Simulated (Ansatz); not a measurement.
Crystal: Rh.

```
Rh
1.0
     0.00000    1.89785    1.89785
     1.89785    0.00000    1.89785
     1.89785    1.89785    0.00000
Rh
1
Direct
  0.00000 0.00000 0.00000
```

- Program: Ansatz 0.2.0
- Task: relaxation of cell and atoms
- Functional: revPBE
- Potentials or basis: all-electron LAPW, scalar-relativistic
- Basis error allowed: 0.001 eV/atom
- k mesh: 12 × 12 × 12
- Occupations: fermi-dirac, width 0.05 eV
- Spin: no spin polarisation

At the start: volume 13.67 Å³/atom.

Problem. How do energy, volume and symmetry change on relaxing?

Solution. Over 5 steps the energy falls by 17.4 meV/atom and the volume is 14.22 Å³/atom (+4.0 %); space group Fm-3m (No. 225, to 0.05 Å).

Step by step:
| step | energy change (eV) | largest force (eV/Å) | volume (Å³) |
| --- | --- | --- | --- |
| 1 | 0.0000 | 0.0000 | 13.67 |
| 2 | -0.0092 | 0.0000 | 14.62 |
| 3 | -0.0174 | 0.0000 | 14.25 |
| 4 | -0.0174 | 0.0000 | 14.22 |
| 5 | -0.0174 | 0.0000 | 14.22 |

Final structure:
```cif
data_structure
_symmetry_space_group_name_H-M 'P 1'
_symmetry_Int_Tables_number 1
_cell_length_a 2.7192
_cell_length_b 2.7192
_cell_length_c 2.7192
_cell_angle_alpha 60.000
_cell_angle_beta 60.000
_cell_angle_gamma 60.000
_cell_volume 14.22
loop_
_atom_site_label
_atom_site_type_symbol
_atom_site_fract_x
_atom_site_fract_y
_atom_site_fract_z
_atom_site_occupancy
Rh1 Rh 0.00000 0.00000 0.00000 1
```
